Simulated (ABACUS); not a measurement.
# BN under changes of volume

One of the cells (8.967 Å³/atom); the others are scaled copies at fixed shape and fractional positions:

```
N B
1.0
     2.49824    0.00000    0.00000
    -1.24912    2.16354    0.00000
     0.00000    0.00000    6.63570
N B
2 2
Cartesian
  1.2491 0.7212 1.6589
  0.0000 1.4424 4.9768
  1.2491 0.7212 4.9768
  0.0000 1.4424 1.6589
```

```yaml
Program: ABACUS 3.10.1
Functional: PBEsol
Potentials_or_basis: PseudoDojo NC SR 0.4.1 PBEsol standard
Cutoff: 1143 eV
Density_cutoff: 4572 eV
Basis: plane waves
k_mesh: 12 × 12 × 4
Occupations: fermi-dirac, width 0.05 eV
Spin: no spin polarisation
```

```tsv
volume (Å³/atom)	energy over the lowest point (meV/atom)	pressure (GPa)	gap on the mesh (eV)
8.429	36.48	19.9	4.27
8.608	?	?	?
8.787	5.91	7.8	4.23
8.967	0.15	2.6	4.21
9.146	0.00	-2.2	4.19
9.325	4.99	-6.6	4.16
9.505	14.66	-10.6	4.14
```

Q: What does the run at 8.608 Å³/atom give?

A: Energy over the lowest point 17.82 meV/atom; pressure 13.6 GPa; gap on the mesh 4.25 eV.

Worked out: A Birch-Murnaghan fit of order 3 (a polynomial in V^(-2/3)) to the other rows has its minimum at 9.06 Å³/atom with B0 = V·E''(V) = 241 GPa and B' = 3.7 at fixed shape and positions, which overstates the stiffness. It gives 17.82 meV/atom at 8.608 Å³/atom, against the run's 17.82, and -dE/dV = 13.6 GPa, against 13.6. A straight line through the other rows of the gap, of slope -1.09 eV per unit of ln V, gives 4.25 eV, against the run's 4.25.

Energies are extrapolated to zero smearing.

Caveats: there are fewer bands than atomic start orbitals, so a level may be missed at k points of high symmetry; this functional lacks dispersion, which binds the layers, so the pressure and a relaxed spacing across them are unreliable.

A mesh can miss the band edges.
